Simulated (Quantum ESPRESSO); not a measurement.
# Sn (Im-3m) in Quantum ESPRESSO: notebook

One crystal, Sn, is run at these levels: PBEsol; tasks: phonons.

Program: Quantum ESPRESSO 7.5. These are calculated values, not measurements. Logs are shortened: lines on timing, memory, paths and dates and some standing lists are left out, and cuts for length are marked.

## Step 1: Starting point

It takes space group Im-3m (No. 229, cubic). Conventional cell: a = 3.789 Å, b = 3.789 Å, c = 3.789 Å, α = 90.00°, β = 90.00°, γ = 90.00°. Sn (site symmetry m-3m) has 8 Sn at 3.28 Å as nearest neighbours.

This isn't the form of Sn at room conditions, which is tetragonal (white tin).

## Step 2: Phonons, PBEsol, target pressure -3 GPa, at which the enthalpy is minimised

File pw.in:

```
&CONTROL
  calculation = 'scf'
  prefix = 'pwscf'
  outdir = './tmp'
  pseudo_dir = './pseudo'
  tprnfor = .true.
  tstress = .true.
  disk_io = 'low'
/
&SYSTEM
  ibrav = 0
  nat = 1
  ntyp = 1
  ecutwfc = 68
  ecutrho = 544
  nbnd = 13
  occupations = 'smearing'
  smearing = 'mv'
  degauss = 0.01469973
/
&ELECTRONS
  conv_thr = 2d-10
  electron_maxstep = 120
  mixing_beta = 0.5
/
ATOMIC_SPECIES
Sn   118.7100 sn_pbesol_v1.4.uspp.F.UPF
CELL_PARAMETERS angstrom
  -1.8946518192    1.8946518192    1.8946518192
   1.8946518192   -1.8946518192    1.8946518192
   1.8946518192    1.8946518192   -1.8946518192
ATOMIC_POSITIONS crystal
Sn     0.0000000000    0.0000000000    0.0000000000
K_POINTS automatic
10 10 10 0 0 0
```

File relax.in:

```
&CONTROL
  calculation = 'vc-relax'
  prefix = 'pwscf'
  outdir = './tmp'
  pseudo_dir = './pseudo'
  tprnfor = .true.
  tstress = .true.
  disk_io = 'low'
  nstep = 40
  forc_conv_thr = 0.0001
  etot_conv_thr = 1d-06
/
&SYSTEM
  ibrav = 0
  nat = 1
  ntyp = 1
  ecutwfc = 68
  ecutrho = 544
  nbnd = 13
  occupations = 'smearing'
  smearing = 'mv'
  degauss = 0.01469973
/
&ELECTRONS
  conv_thr = 2d-10
  electron_maxstep = 120
  mixing_beta = 0.5
/
&IONS
  ion_dynamics = 'bfgs'
/
&CELL
  cell_dynamics = 'bfgs'
  press = -30
  press_conv_thr = 0.2
/
ATOMIC_SPECIES
Sn   118.7100 sn_pbesol_v1.4.uspp.F.UPF
CELL_PARAMETERS angstrom
  -1.8946518192    1.8946518192    1.8946518192
   1.8946518192   -1.8946518192    1.8946518192
   1.8946518192    1.8946518192   -1.8946518192
ATOMIC_POSITIONS crystal
Sn     0.0000000000    0.0000000000    0.0000000000
K_POINTS automatic
10 10 10 0 0 0
```

File scf2.in:

```
&CONTROL
  calculation = 'scf'
  prefix = 'pwscf'
  outdir = './tmp'
  pseudo_dir = './pseudo'
  tprnfor = .true.
  tstress = .true.
  disk_io = 'low'
/
&SYSTEM
  ibrav = 0
  nat = 1
  ntyp = 1
  ecutwfc = 68
  ecutrho = 544
  nbnd = 13
  occupations = 'smearing'
  smearing = 'mv'
  degauss = 0.01469973
/
&ELECTRONS
  conv_thr = 1d-13
  electron_maxstep = 120
  mixing_beta = 0.5
  startingpot = 'file'
  startingwfc = 'file'
/
ATOMIC_SPECIES
Sn   118.7100 sn_pbesol_v1.4.uspp.F.UPF
CELL_PARAMETERS angstrom
  -1.9038457678    1.9038457678    1.9038457678
   1.9038457678   -1.9038457678    1.9038457678
   1.9038457678    1.9038457678   -1.9038457678
ATOMIC_POSITIONS crystal
Sn     0.0000000000    0.0000000000    0.0000000000
K_POINTS automatic
10 10 10 0 0 0
```

File ph.in:

```
phonons of Sn
&INPUTPH
  prefix = 'pwscf'
  outdir = './tmp'
  tr2_ph = 1d-18
  fildyn = 'dyn'
  niter_ph = 90
  alpha_mix(1) = 0.4
/
-0.0000000000 0.8660254038 0.0000000000
```

Potentials or basis: GBRV 1.5 PBEsol.

Launch:

```
OMP_NUM_THREADS=1 pw.x -in pw.in > pw.out
OMP_NUM_THREADS=1 pw.x -in relax.in > relax.out
OMP_NUM_THREADS=1 pw.x -in scf2.in > scf2.out
OMP_NUM_THREADS=1 ph.x -in ph.in > ph.out
```

pw.out:

```text
This program is part of the open-source Quantum ESPRESSO suite
     for quantum simulation of materials; please cite
         "P. Giannozzi et al., J. Phys.:Condens. Matter 21 395502 (2009);
         "P. Giannozzi et al., J. Phys.:Condens. Matter 29 465901 (2017);
         "P. Giannozzi et al., J. Chem. Phys. 152 154105 (2020);
     in publications or presentations arising from this work. More details at

     Message from routine setup:
     using ibrav=0 with symmetry is DISCOURAGED, use correct ibrav instead

     G-vector sticks info
     --------------------
     sticks:   dense  smooth     PW     G-vecs:    dense   smooth      PW
     Sum        1563     785    277                39327    13835    2899

     Using Slab Decomposition

     bravais-lattice index     =            0
     lattice parameter (alat)  =       6.2014  a.u.
     unit-cell volume          =     183.5882 (a.u.)^3
     number of atoms/cell      =            1
     number of atomic types    =            1
     number of electrons       =        14.00
     number of Kohn-Sham states=           13
     kinetic-energy cutoff     =      68.0000  Ry
     charge density cutoff     =     544.0000  Ry
     scf convergence threshold =      2.0E-10
     mixing beta               =       0.5000
     number of iterations used =            8  plain     mixing
     Exchange-correlation= SLA  PW   PSX  PSC
                           (   1   4  10   8   0   0   0)

     celldm(1)=   6.201388  celldm(2)=   0.000000  celldm(3)=   0.000000
     celldm(4)=   0.000000  celldm(5)=   0.000000  celldm(6)=   0.000000

     crystal axes: (cart. coord. in units of alat)
               a(1) = (  -0.577350   0.577350   0.577350 )
               a(2) = (   0.577350  -0.577350   0.577350 )
               a(3) = (   0.577350   0.577350  -0.577350 )

     reciprocal axes: (cart. coord. in units 2 pi/alat)
               b(1) = ( -0.000000  0.866025  0.866025 )
               b(2) = (  0.866025 -0.000000  0.866025 )
               b(3) = (  0.866025  0.866025  0.000000 )

     PseudoPot. # 1 for Sn read from file:
     sn_pbesol_v1.4.uspp.F.UPF
     Pseudo is Ultrasoft + core correction, Zval = 14.0
     Generated by new atomic code, or converted to UPF format
     Using radial grid of  891 points,  6 beta functions with:
                l(1) =   0
                l(2) =   0
                l(3) =   1
                l(4) =   1
                l(5) =   2
                l(6) =   2
     Q(r) pseudized with  8 coefficients,  rinner =    1.350   1.350   1.350
                                                       1.350   1.350

     atomic species   valence    mass     pseudopotential
     Sn               14.00   118.71000     Sn( 1.00)

     48 Sym. Ops., with inversion, found

   Cartesian axes

     site n.     atom                  positions (alat units)
         1        Sn     tau(   1) = (   0.0000000   0.0000000   0.0000000  )

     number of k points=    47  Marzari-Vanderbilt smearing, width (Ry)=  0.0147
                       cart. coord. in units 2pi/alat
        k(    1) = (   0.0000000   0.0000000   0.0000000), wk =   0.0020000
        k(    2) = (   0.0866025   0.0866025   0.0000000), wk =   0.0240000
        k(    3) = (   0.1732051   0.1732051   0.0000000), wk =   0.0240000
        k(    4) = (   0.2598076   0.2598076   0.0000000), wk =   0.0240000
        k(    5) = (   0.3464102   0.3464102   0.0000000), wk =   0.0240000
        k(    6) = (  -0.4330127  -0.4330127   0.0000000), wk =   0.0120000
[... 39 lines left out ...]
        k(   46) = (  -0.8660254  -0.0866025  -0.0866025), wk =   0.0240000
        k(   47) = (  -0.8660254  -0.8660254  -0.8660254), wk =   0.0020000

     Dense  grid:    39327 G-vectors     FFT dimensions: (  48,  48,  48)

     Smooth grid:    13835 G-vectors     FFT dimensions: (  36,  36,  36)

     Initial potential from superposition of free atoms

     starting charge      13.0000, renormalised to      14.0000
     Starting wfcs are    9 randomized atomic wfcs +    4 random wfcs

     Self-consistent Calculation

     iteration #  1     ecut=    68.00 Ry     beta= 0.50
     Davidson diagonalization with overlap
     ethr =  1.00E-02,  avg # of iterations =  7.7

     total energy              =    -158.64258732 Ry
     estimated scf accuracy    <       1.17059377 Ry

     iteration #  2     ecut=    68.00 Ry     beta= 0.50
     Davidson diagonalization with overlap
     ethr =  8.36E-03,  avg # of iterations =  2.0

     total energy              =    -158.91488210 Ry
     estimated scf accuracy    <       0.01180253 Ry

     iteration #  3     ecut=    68.00 Ry     beta= 0.50
     Davidson diagonalization with overlap
     ethr =  8.43E-05,  avg # of iterations =  4.7

     total energy              =    -158.91616248 Ry
     estimated scf accuracy    <       0.00298653 Ry

     iteration #  4     ecut=    68.00 Ry     beta= 0.50
     Davidson diagonalization with overlap
     ethr =  2.13E-05,  avg # of iterations =  2.8

     total energy              =    -158.91653677 Ry
     estimated scf accuracy    <       0.00032498 Ry

     iteration #  5     ecut=    68.00 Ry     beta= 0.50
     Davidson diagonalization with overlap
     c_bands:  1 eigenvalues not converged
     ethr =  2.32E-06,  avg # of iterations =  4.2

     total energy              =    -158.91665537 Ry
     estimated scf accuracy    <       0.00002358 Ry

     iteration #  6     ecut=    68.00 Ry     beta= 0.50
     Davidson diagonalization with overlap
     ethr =  1.68E-07,  avg # of iterations =  1.5

     total energy              =    -158.91664968 Ry
     estimated scf accuracy    <       0.00000997 Ry

     iteration #  7     ecut=    68.00 Ry     beta= 0.50
     Davidson diagonalization with overlap
     ethr =  7.12E-08,  avg # of iterations =  2.0

     total energy              =    -158.91665240 Ry
     estimated scf accuracy    <          2.9E-09 Ry
[... 5 lines left out ...]
     total energy              =    -158.91665245 Ry
     estimated scf accuracy    <          2.7E-09 Ry

     iteration #  9     ecut=    68.00 Ry     beta= 0.50
     Davidson diagonalization with overlap
     ethr =  1.95E-11,  avg # of iterations =  3.0

     total energy              =    -158.91665244 Ry
     estimated scf accuracy    <       0.00000001 Ry

     iteration # 10     ecut=    68.00 Ry     beta= 0.50
     Davidson diagonalization with overlap
     ethr =  1.95E-11,  avg # of iterations =  2.0

     End of self-consistent calculation

          k = 0.0000 0.0000 0.0000 (  1745 PWs)   bands (ev):

   -10.7896 -10.7896 -10.7896 -10.6508 -10.6508  -0.3933  18.6366  18.6366
    18.6366  23.0194  23.0194  23.0194  23.4073

          k = 0.0866 0.0866 0.0000 (  1757 PWs)   bands (ev):

   -10.7940 -10.7832 -10.7688 -10.6557 -10.6515  -0.1756  16.9098  17.8513
    18.3536  21.3121  21.6382  22.6288  24.1528

          k = 0.1732 0.1732 0.0000 (  1729 PWs)   bands (ev):

   -10.8054 -10.7698 -10.7138 -10.6658 -10.6529   0.4785  13.7739  16.4900
    17.6381  20.0857  20.4493  22.7774  24.6854

          k = 0.2598 0.2598 0.0000 (  1737 PWs)   bands (ev):

   -10.8195 -10.7636 -10.6694 -10.6548 -10.6449   1.5649  10.6688  15.3200
    16.8707  19.2663  19.6121  23.6464  25.4082

          k = 0.3464 0.3464 0.0000 (  1744 PWs)   bands (ev):

   -10.8309 -10.7689 -10.6630 -10.6561 -10.5884   3.0371   7.9353  14.5627
    16.3350  18.7923  19.1156  24.9295  26.3227

          k =-0.4330-0.4330 0.0000 (  1734 PWs)   bands (ev):

   -10.8353 -10.7728 -10.6587 -10.6566 -10.5666   4.2699   6.2759  14.3020
    16.1467  18.6375  18.9512  25.8205  26.9440

          k = 0.1732 0.0866 0.0866 (  1740 PWs)   bands (ev):

   -10.7951 -10.7808 -10.7299 -10.6636 -10.6526   0.2604  14.9818  16.3267
    17.4877  20.9936  21.1047  22.7783  24.5014

          k = 0.2598 0.1732 0.0866 (  1728 PWs)   bands (ev):

   -10.8053 -10.7674 -10.6744 -10.6702 -10.6541   1.1315  12.2063  14.6947
    16.5701  20.1908  21.2642  22.6978  26.1707

          k = 0.3464 0.2598 0.0866 (  1731 PWs)   bands (ev):

   -10.8174 -10.7616 -10.6696 -10.6578 -10.6151   2.4192   9.3613  13.6834
    15.8493  19.5585  21.1113  23.3183  26.9605
[... 58 lines left out ...]
   -10.7972 -10.7363 -10.6617 -10.6581 -10.6300   4.6482   7.8160  10.2595
    12.5990  23.4919  25.1179  26.0044  27.2581

          k = 0.0000-0.0866 0.2598 (  1740 PWs)   bands (ev):

   -10.7841 -10.7596 -10.7171 -10.6797 -10.6529   0.6958  13.8870  15.6795
    16.4845  19.5615  21.5736  22.0385  25.4611

          k = 0.5196 0.3464 0.3464 (  1734 PWs)   bands (ev):

   -10.7904 -10.6921 -10.6921 -10.6513 -10.6513   5.3168   8.4210   8.4210
    12.3327  24.6305  25.6709  25.6709  29.3234

          k =-0.0000-0.1732 0.3464 (  1742 PWs)   bands (ev):

   -10.7974 -10.7524 -10.6832 -10.6594 -10.6476   1.7802  10.8486  14.5434
    15.8500  19.7084  20.7296  21.7425  27.6776

          k = 0.0866-0.0866 0.3464 (  1731 PWs)   bands (ev):

   -10.7778 -10.7445 -10.6921 -10.6744 -10.6585   1.5641  12.1729  13.5475
    16.1497  18.9433  20.8763  23.7621  25.3918

          k = 0.0000-0.2598 0.4330 (  1729 PWs)   bands (ev):

   -10.8081 -10.7599 -10.6745 -10.6639 -10.5905   3.2462   8.1436  13.8122
    15.3666  19.8170  20.2085  22.3606  25.8424

          k = 0.0866-0.1732 0.4330 (  1739 PWs)   bands (ev):

   -10.7839 -10.7431 -10.6849 -10.6732 -10.6164   2.8433   9.7020  12.2756
    15.8683  19.2334  20.4641  23.7229  25.5379
[... 23 lines left out ...]
   -10.7619 -10.7619 -10.6570 -10.6570 -10.6472   4.5262   8.6109  10.6977
    10.6977  26.3667  26.3667  27.6325  27.8657

          k = 0.4330 0.4330 0.3464 (  1740 PWs)   bands (ev):

   -10.7611 -10.7269 -10.6788 -10.6559 -10.6558   5.3478   8.2010   9.6518
    10.4879  26.8587  27.0708  28.2171  28.4957

          k = 0.0000 0.0000 0.3464 (  1737 PWs)   bands (ev):

   -10.7343 -10.7343 -10.7192 -10.7044 -10.6631   1.3471  13.9389  14.3508
    14.3508  17.7676  23.5263  23.5263  24.5392

          k =-0.0000-0.0866 0.4330 (  1737 PWs)   bands (ev):

   -10.7391 -10.7342 -10.7011 -10.6792 -10.6545   2.4240  11.3500  13.2374
    14.1719  17.4635  23.0654  23.4754  25.1787

          k = 0.0000-0.1732 0.5196 (  1732 PWs)   bands (ev):

   -10.7518 -10.7479 -10.7043 -10.6693 -10.5962   3.8702   8.7506  12.5231
    13.9460  18.3495  22.3063  22.5294  23.4884

          k = 0.0866-0.0866 0.5196 (  1746 PWs)   bands (ev):

   -10.7491 -10.7289 -10.7060 -10.6679 -10.6164   3.6819  10.0873  11.3492
    14.2999  17.1173  22.1219  22.8666  26.0660

          k =-0.8660-0.2598-0.2598 (  1736 PWs)   bands (ev):

   -10.7583 -10.7513 -10.7109 -10.6605 -10.5737   5.0440   7.1768  12.2779
    13.8327  19.3879  20.9152  22.3464  23.1957

          k =-0.7794-0.1732-0.2598 (  1749 PWs)   bands (ev):

   -10.7576 -10.7325 -10.7237 -10.6421 -10.5878   5.1456   8.2378  10.5289
    14.4694  17.9113  20.0573  22.3528  26.1790

          k =-0.6928-0.1732-0.1732 (  1752 PWs)   bands (ev):

   -10.7504 -10.7504 -10.7225 -10.6053 -10.6053   5.9238   8.7034   8.7034
    15.0474  18.3812  18.3812  22.1676  29.6914

          k =-0.0000-0.0000 0.5196 (  1745 PWs)   bands (ev):

   -10.7535 -10.7132 -10.6721 -10.6721 -10.6567   3.4837  11.9083  12.1327
    12.1327  15.9584  22.1542  25.8377  25.8379

          k = 0.0000-0.0866 0.6062 (  1752 PWs)   bands (ev):

   -10.7719 -10.7439 -10.6722 -10.6431 -10.6032   4.8927   9.6830  11.4222
    12.4657  15.9981  19.6196  25.3469  26.0889

          k =-0.8660-0.1732-0.1732 (  1756 PWs)   bands (ev):

   -10.7765 -10.7583 -10.6748 -10.6318 -10.5801   6.0005   8.2277  11.1782
    12.5605  16.8613  18.0068  25.1550  25.9666

          k =-0.7794-0.0866-0.1732 (  1750 PWs)   bands (ev):

   -10.7823 -10.7709 -10.6592 -10.6103 -10.5901   6.2355   9.1506   9.9562
    12.8302  16.0151  17.4332  25.2919  29.1464

          k = 0.0000 0.0000 0.6928 (  1758 PWs)   bands (ev):

   -10.7942 -10.7791 -10.6124 -10.6124 -10.6064   6.2363  10.7031  10.7118
    10.7118  14.8899  17.1570  27.9821  28.9156

          k =-0.8660-0.0866-0.0866 (  1746 PWs)   bands (ev):

   -10.8001 -10.7958 -10.6117 -10.6000 -10.5853   7.2552   9.4785  10.4675
    11.2110  15.1083  15.6490  28.0856  29.2445

          k =-0.8660-0.8660-0.8660 (  1686 PWs)   bands (ev):

   -10.8099 -10.8099 -10.5871 -10.5871 -10.5871   8.1877  10.2231  10.2231
    10.2231  14.5372  14.5372  29.5109  31.0046

     the Fermi energy is    10.6728 ev

!    total energy              =    -158.91665244 Ry
     estimated scf accuracy    <          1.2E-11 Ry
     smearing contrib. (-TS)   =      -0.00027302 Ry
     internal energy E=F+TS    =    -158.91637943 Ry

     The total energy is F=E-TS. E is the sum of the following terms:
     one-electron contribution =     -53.82379638 Ry
     hartree contribution      =      37.05592292 Ry
     xc contribution           =     -42.53741123 Ry
     ewald contribution        =     -99.61109473 Ry

     convergence has been achieved in  10 iterations

     Forces acting on atoms (cartesian axes, Ry/au):

     atom    1 type  1   force =     0.00000000    0.00000000    0.00000000

     Total force =     0.000000     Total SCF correction =     0.000000

     Computing stress (Cartesian axis) and pressure

          total   stress  (Ry/bohr**3)                   (kbar)     P=      -24.77
  -0.00016836  -0.00000000  -0.00000000          -24.77       -0.00       -0.00
  -0.00000000  -0.00016836  -0.00000000           -0.00      -24.77       -0.00
  -0.00000000  -0.00000000  -0.00016836           -0.00       -0.00      -24.77

=------------------------------------------------------------------------------=
   JOB DONE.
=------------------------------------------------------------------------------=
```

Wall time 4.7 min (1 thread of Intel Xeon Platinum 8488C (Sapphire Rapids), shared host); peak memory 0.19 GiB.

Results:

- Free energy: -2162.1649 eV
- Relaxed volume: 27.60 Å³/atom
- Relaxed cell: a = 3.298 Å, b = 3.298 Å, c = 3.298 Å, α = 109.47°, β = 109.47°, γ = 109.47°
- Space group after relaxing (to 0.05 Å): Im-3m (No. 229)
- Pressure after relaxing: -3.0 GPa
- Band gap on the k mesh: none (metal or under the smearing width)
- Highest phonon frequency at the q point run: 96 cm⁻¹

The path:
| step | energy change (eV) | largest force (eV/Å) | pressure (GPa) | volume (Å³) |
| --- | --- | --- | --- | --- |
| 1 | 0.0000 | 0.0000 | -2.48 | 27.20 |
| 2 | 0.0011 | 0.0000 | -2.56 | 27.28 |
| 3 | 0.0025 | 0.0000 | -2.68 | 27.36 |
| 4 | 0.0045 | 0.0000 | -2.84 | 27.48 |
| 5 | 0.0068 | 0.0000 | -3.00 | 27.60 |
| 6 | 0.0068 | 0.0000 | -3.00 | 27.60 |

Final structure:
```yaml
crystal:
  lattice:
    - [-1.90385, 1.90385, 1.90385]
    - [1.90385, -1.90385, 1.90385]
    - [1.90385, 1.90385, -1.90385]
  atoms:
    - { symbol: Sn, position: [0.00000, 0.00000, 0.00000] }
```

Phonon frequencies in cm⁻¹ (negative: imaginary):
| q point | frequencies |
| --- | --- |
| (0.500, -0.500, 0.500) | 96 96 96 |

Phonon modes at q = (0.500, -0.500, 0.500) in reciprocal lattice units:
| mode | symmetry | cm⁻¹ |
| --- | --- | --- |
| 1 | T_1u | 96 |
| 2 | T_1u | 96 |
| 3 | T_1u | 96 |

Caveat: the cell is more than 3 GPa from zero pressure, which shifts response properties.

(Continued in part 2 of 2.)
